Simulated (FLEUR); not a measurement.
# Ag (Fm-3m) in FLEUR: further runs, part 2 of 2

FLEUR MaX-R8.1 (patched build s14). Earlier steps stand in the parts before.

### 4 Equation of state, RPBE, 16.37 Å³/atom (volume scaled by 0.96)

inp.xml reads:

```xml
<?xml version="1.0" encoding="UTF-8" standalone="no"?>
<fleurInput fleurInputVersion="0.39">
   <comment>
      Ag                                                                                                  
   </comment>
   <calculationSetup>
      <cutoffs Kmax="3.8" Gmax="11.8" GmaxXC="11.8" numbands="0"/>
      <scfLoop itmax="60" minDistance="0.00001" maxIterBroyd="15" imix="Anderson" alpha="0.05" precondParam="0.0" spinf="2.0"/>
      <coreElectrons ctail="T" frcor="F" kcrel="0" coretail_lmax="0"/>
      <xcFunctional name="Rpbe" relativisticCorrections="F"/>
      <magnetism jspins="1"/>
      <soc l_soc="F" theta="0.0" phi="0.0" spav="F"/>
      <expertModes spex="0" secvar="F"/>
      <geometryOptimization l_f="F" forcealpha="1.0" forcemix="BFGS" epsdisp="0.00001" epsforce="0.00001"/>
      <ldaU l_linMix="F" mixParam="0.05" spinf="1.0"/>
   </calculationSetup>
   <cell>
      <bzIntegration valenceElectrons="19.0" mode="hist" fermiSmearingEnergy="0.00183747">
         <kPointListSelection listName="default-1"/>
         <!-- k-points included here -->
         <xi:include xmlns:xi="http://www.w3.org/2001/XInclude" href="kpts.xml"> </xi:include>
      </bzIntegration>
      <!-- symmetry operations included here -->
      <xi:include xmlns:xi="http://www.w3.org/2001/XInclude" href="sym.xml"> </xi:include>
      <bulkLattice scale="0.9864848297">
         <bravaisMatrix>
            <row-1>    0.0000000000000000     3.8602380410266495     3.8602380410266495</row-1>
            <row-2>    3.8602380410266495     0.0000000000000000     3.8602380410266495</row-2>
            <row-3>    3.8602380410266495     3.8602380410266495     0.0000000000000000</row-3>
         </bravaisMatrix>
      </bulkLattice>
   </cell>
   <atomSpecies>
      <species name="Silver (Ag)" element="Ag" atomicNumber="47">
         <mtSphere radius="2.48" gridPoints="837" logIncrement="0.015"/>
         <atomicCutoffs lmax="10" lnonsphr="8"/>
         <electronConfig flipSpins="F">
            <coreConfig>(1s1/2) (2s1/2) (2p1/2) (2p3/2) (3s1/2) (3p1/2) (3p3/2) (3d3/2) (3d5/2)</coreConfig>
            <valenceConfig>(4s1/2) (4p1/2) (4p3/2) (5s1/2) (4d3/2) (4d5/2)</valenceConfig>
            <stateOccupation state="(5s1/2)" spinUp="0.500000" spinDown="0.500000"/>
         </electronConfig>
         <energyParameters s="5" p="5" d="4" f="4"/>
         <lo type="SCLO" l="0" n="4" eDeriv="0"/>
         <lo type="SCLO" l="1" n="4" eDeriv="0"/>
         <lo type="SCLO" l="1" n="4" eDeriv="1"/>
         <lo type="SCLO" l="2" n="4" eDeriv="2"/>
         <lo type="SCLO" l="3" n="4" eDeriv="2"/>
      </species>
   </atomSpecies>
   <atomGroups>
      <atomGroup species="Silver (Ag)">
         <relPos label="                   1">.0000000000 .0000000000 .0000000000</relPos>
         <force calculate="T" relaxXYZ="TTT"/>
      </atomGroup>
   </atomGroups>
   <output dos="F" band="F" slice="F">
      <checks vchk="F" cdinf="F"/>
      <bandDOS minEnergy="-.5*Htr" maxEnergy="0.5*Htr" sigma="0.015" storeEVData="T"/>
      <vacuumDOS vacdos="F" integ="F" star="F" nstars="0" locx1="0.0" locy1="0.0" locx2="0.0" locy2="0.0" nstm="0" tworkf="0.0"/>
      <unfoldingBand unfoldBand="F" supercellX="1" supercellY="1" supercellZ="1"/>
      <plotting iplot="0" polar="F">
         <plot TwoD="T" vec1="  1.0  0.0  0.0" vec2="  0.0  1.0  0.0" vec3="  0.0  0.0  1.0" zero="  0.0  0.0  0.0" file="plot"/>
      </plotting>
      <chargeDensitySlicing numkpt="0" minEigenval="0.0" maxEigenval="0.0" nnne="0" pallst="F"/>
      <specialOutput eonly="F"/>
      <magneticCircularDichroism mcd="F" energyLo="-10.0" energyUp="0.0"/>
   </output>
  <!-- We include the file relax.xml here to enable relaxations (see documentation) -->
  <xi:include xmlns:xi="http://www.w3.org/2001/XInclude" href="relax.xml"> <xi:fallback/> </xi:include>
</fleurInput>
```

Run with:

```bash
$ inpgen -f crystal.txt -profile fastHighL
$ # inp.xml edited to the form shown
$ fleur
```

Run time: 7.5 s. Hardware: 1 thread of AMD EPYC 7B13 (Zen 3), shared host; peak memory 0.09 GiB.

The run converged. Its results:

```yaml
Free_energy: -144699.1950 eV
Band_gap_on_the_k_mesh: none (metal or under the smearing width)
Valence_electrons_inside_the_program's_atomic_spheres: Ag 17.75 (radii Ag 2.48 bohr)
```

### 5 Equation of state, RPBE, 17.05 Å³/atom

inp.xml: that of step 4 with these lines changed.

```diff
@@ -24,3 +24,3 @@
       <xi:include xmlns:xi="http://www.w3.org/2001/XInclude" href="sym.xml"> </xi:include>
-      <bulkLattice scale="0.9864848297">
+      <bulkLattice scale="1.0000000000">
          <bravaisMatrix>
```

Run with:

```bash
$ inpgen -f crystal.txt -profile fastHighL
$ # inp.xml edited to the form shown
$ fleur
```

It took 7.7 s on 1 thread of AMD EPYC 7B13 (Zen 3), shared host; peak memory 0.09 GiB.

It converged, with:

```
Free energy                                           : -144699.2419 eV
Band gap on the k mesh                                : none (metal or under the smearing width)
Valence electrons inside the program's atomic spheres : Ag 17.71 (radii Ag 2.48 bohr)
```

### 6 Equation of state, RPBE, 17.73 Å³/atom (volume scaled by 1.04)

inp.xml: that of step 5 with these lines changed.

```diff
@@ -24,3 +24,3 @@
       <xi:include xmlns:xi="http://www.w3.org/2001/XInclude" href="sym.xml"> </xi:include>
-      <bulkLattice scale="1.0000000000">
+      <bulkLattice scale="1.0131594038">
          <bravaisMatrix>
```

Potentials or basis: all-electron, FLAPW.

Run with:

```bash
$ inpgen -f crystal.txt -profile fastHighL
$ # inp.xml edited to the form shown
$ fleur
```

Run time: 8 s. Hardware: 1 thread of AMD EPYC 7B13 (Zen 3), shared host; peak memory 0.09 GiB.

It converged, with:

```
Free energy                                           : -144699.2680 eV
Band gap on the k mesh                                : none (metal or under the smearing width)
Valence electrons inside the program's atomic spheres : Ag 17.67 (radii Ag 2.48 bohr)
```

### 7 Equation of state, RPBE, 18.07 Å³/atom (volume scaled by 1.06)

inp.xml: that of step 6 with these lines changed.

```diff
@@ -24,3 +24,3 @@
       <xi:include xmlns:xi="http://www.w3.org/2001/XInclude" href="sym.xml"> </xi:include>
-      <bulkLattice scale="1.0131594038">
+      <bulkLattice scale="1.0196128224">
          <bravaisMatrix>
```

Run with:

```bash
$ inpgen -f crystal.txt -profile fastHighL
$ # inp.xml edited to the form shown
$ fleur
```

Wall time 8.1 s (1 thread of AMD EPYC 7B13 (Zen 3), shared host); peak memory 0.09 GiB.

The run converged. Its results:

```
Free energy                                           : -144699.2747 eV
Band gap on the k mesh                                : none (metal or under the smearing width)
Valence electrons inside the program's atomic spheres : Ag 17.66 (radii Ag 2.48 bohr)
```

### 8 Equation of state, RPBE

This step only gathers the single runs of the series.

What came out:

```
Equilibrium volume : 18.54 Å³/atom (rough: see the caveat)
Bulk modulus       : 81 GPa (rough)
```

Energy against volume, from the lowest point:
```
volume (Å³/atom)  energy (meV/atom)
          16.025             112.34
          16.366              79.63
          17.048              32.72
          17.730               6.68
          18.071               0.00
```

Caveat: the minimum lies outside the volumes run.
